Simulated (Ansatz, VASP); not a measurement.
**Two plane-wave programs on AlN**

File INCAR:

```
PREC = Accurate
ENCUT = 520
EDIFF = 1E-6
ISMEAR = 0
SIGMA = 0.05
LREAL = False
LASPH = True
NELM = 60
ALGO = Normal
ISIF = 2
LWAVE = False
LCHARG = False
GGA = PE
NBANDS = 16
```

KPOINTS

```
regular mesh
0
Gamma
  9 9 6
```

File POSCAR:

```
AlN
1.0
    3.2514927771      0.0000000000      0.0000000000
   -1.6257463886      2.8158753452      0.0000000000
    0.0000000000      0.0000000000      4.0009618622
Al N
2 2
Direct
    0.3333333333      0.6666666667      0.7500000000
    0.6666666667      0.3333333333      0.2500000000
    0.3333333333      0.6666666667      0.2500000000
    0.6666666667      0.3333333333      0.7500000000
```

Input for Ansatz:

```yaml
crystal:
  lattice:
    - [3.2514927771, 0.0, 0.0]
    - [-1.6257463886, 2.8158753452, 0.0]
    - [0.0, 0.0, 4.0009618622]
  atoms:
    - { symbol: Al, position: [0.3333333333, 0.6666666667, 0.75] }
    - { symbol: Al, position: [0.6666666667, 0.3333333333, 0.25] }
    - { symbol: "N", position: [0.3333333333, 0.6666666667, 0.25] }
    - { symbol: "N", position: [0.6666666667, 0.3333333333, 0.75] }
basis:
  ecutwfc: 520.0
kpoints:
  mp_grid: { grid: [9, 9, 6] }
hamiltonian:
  xc: pbe
  pseudopotentials: { kind: paw, azcp: { folder: soft_1 } }
scf:
  occupations: { method: gaussian, width: 0.05 }
output:
  forces: true
  stress: true
  eigenvalues: true
```

Alike in both runs: task single point; functional PBE; k mesh 9 × 9 × 6; occupations gaussian, width 0.05 eV; no spin polarisation.

```csv
,VASP,Ansatz
version,VASP 6.6.1,Ansatz 0.2.0
potentials or method,"VASP PAW PBE potentials, release 64 (Al, N)","scalar-relativistic, plane waves, PAW"
plane-wave cutoff (eV),520,520
valence electrons in the cell,16,16
```

```tsv
	VASP	Ansatz	Ansatz less VASP
gap on the k mesh at the Fermi level (eV)	3.94	3.92	-0.013
least direct gap on the mesh (eV)	3.94	3.92	-0.013
pressure (GPa)	19.6	19.7	+0.13
largest component of the traceless stress (GPa)	2.87	2.71	-0.161
```

The functional is the same, so the differences come from potentials, cutoffs and numerics.

Caveats: so large a pressure means that the cell lies far from this level's equilibrium, or that cutoff or potentials fall short (VASP); an odd mesh through Γ misses points on the zone boundary, where band edges often lie.
